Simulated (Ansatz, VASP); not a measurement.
LaB6: VASP beside Ansatz

```xyz
7
Lattice="4.3297 0.0000 0.0000 0.0000 4.3297 0.0000 0.0000 0.0000 4.3297" Properties=species:S:1:pos:R:3 pbc="T T T"
La    0.0000    0.0000    0.0000
B     2.1649    2.1649    0.8659
B     2.1649    2.1649    3.4638
B     0.8659    2.1649    2.1649
B     3.4638    2.1649    2.1649
B     2.1649    0.8659    2.1649
B     2.1649    3.4638    2.1649
```

The cell was built by a generator and needn't be a form met in nature.

Alike in both runs: task single point; functional r2SCAN; k mesh 4 × 4 × 4; no spin polarisation.

```csv
,VASP,Ansatz
version,VASP 6.6.1,Ansatz 0.2.0
potentials or method,"VASP PAW PBE potentials, release 64 (La, B)",PAW plane waves
plane-wave cutoff (eV),520,500
occupations,"fermi-dirac, width 0.1 eV",fermi-dirac
valence electrons in the cell,29,29
```

VASP gave:

- gap on the k mesh at the Fermi level (eV): none
- pressure (GPa): -18.1
- rms of the force components (eV/Å): 0.219

Estimate Ansatz's values.

gap on the k mesh at the Fermi level (eV): none; pressure (GPa): -18.0; rms of the force components (eV/Å): 0.220.

Atom by atom the forces differ by 0.001 eV/Å (rms over components). A gap of «none» marks a metal or a gap that the smearing closes.

Caveats: the k mesh is coarse (spacing up to 0.36 Å⁻¹), so the values aren't converged; so large a pressure means that the cell lies far from this level's equilibrium, or that cutoff or potentials fall short (VASP); the potentials were made for another functional, which shifts forces and pressure (VASP). Spin-orbit coupling is left out, which matters for the levels of La.
